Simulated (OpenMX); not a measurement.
F:

```xyz
4
Lattice="2.7500 -1.6400 0.0000 2.7500 1.6400 0.0000 -1.5360 0.0000 7.1200" Properties=species:S:1:pos:R:3 pbc="T T T"
F     2.1243    0.0086    2.8748
F     1.8774    0.0018    4.2918
F     3.8329   -0.0061    6.4189
F     0.1279   -0.0380    0.6672
```

The cell isn't the ideal one: atoms moved at random, drawn with an rms of 0.05 Å.

Base run:

```yaml
Program: OpenMX 3.8.5
Functional: PBE
Potentials_or_basis: OpenMX 2013 PBE set, F6.0-s2p2d1, grid cutoff 500 Ry
k_mesh: 9 × 9 × 5
Occupations: fermi-dirac, width 0.05 eV
Spin: no spin polarisation
```

Its results: band gap on the k mesh 2.39 eV, direct; pressure 2.6 GPa; largest force 2.063 eV/Å.

Q: The run is repeated on the same cell with these changes: potentials or basis from OpenMX 2013 PBE set, F6.0-s2p2d1, grid cutoff 500 Ry to OpenMX 2013 PBE set, F6.0-s2p2, grid cutoff 400 Ry. What comes out?

A: Band gap on the k mesh 2.21 eV, direct; pressure 8.8 GPa; largest force 4.906 eV/Å.

Caveats: an odd mesh through Γ misses points on the zone boundary, where band edges often lie; the basis of atomic orbitals isn't converged, which shifts pressures, moduli and gaps.
